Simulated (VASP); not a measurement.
Input of a VASP 6.6.1 run:

Contents of INCAR:

```
SYSTEM = TePb
PREC = Accurate
ENCUT = 600
EDIFF = 1E-6
ISMEAR = -1
SIGMA = 0.05
LREAL = .FALSE.
LASPH = .TRUE.
NELM = 60
ALGO = Normal
ISIF = 3
LWAVE = .FALSE.
LCHARG = .FALSE.
METAGGA = LAK
LMIXTAU = .TRUE.
IBRION = 2
NSW = 60
EDIFFG = -0.01
```

Contents of KPOINTS:

```
Automatic mesh
0
G
  7 7 7
  0 0 0
```

Contents of POSCAR:

```
TePb
1.0
    0.0000000000      3.2310000000      3.2310000000
    3.2310000000      0.0000000000      3.2310000000
    3.2310000000      3.2310000000      0.0000000000
Pb Te
1 1
Direct
    0.0000000000      0.0000000000      0.0000000000
    0.5000000000      0.5000000000      0.5000000000
```

Potentials or basis: VASP PAW PBE potentials, release 64 (Pb_d, Te).

The run is started by

```bash
$ cat potpaw_PBE.64/Pb_d/POTCAR potpaw_PBE.64/Te/POTCAR > POTCAR
$ mpirun -np 1 vasp_std > vasp.out
```

Task: What does it give for the relaxed cell?

Result: a = 4.745 Å, b = 4.745 Å, c = 4.745 Å, α = 60.00°, β = 60.00°, γ = 60.00°.

Task: Estimate the relaxed volume.

Result: 37.78 Å³/atom.

Task: Estimate the space group after relaxing (to 0.05 Å).

Result: Fm-3m (No. 225).

Final structure:
```
Pb Te
1.0
     0.00000    3.35542    3.35542
     3.35542    0.00000    3.35542
     3.35542    3.35542    0.00000
Pb Te
1 1
Direct
  0.00000 0.00000 0.00000
  0.50000 0.50000 0.50000
```

Caveat: the PAW data sets were made with another functional, which shifts forces and pressure a little; the volume moved by +12 % from the deposited cell, more than functionals usually miss. The run has no spin-orbit coupling, so splittings on Pb, Te are missing.
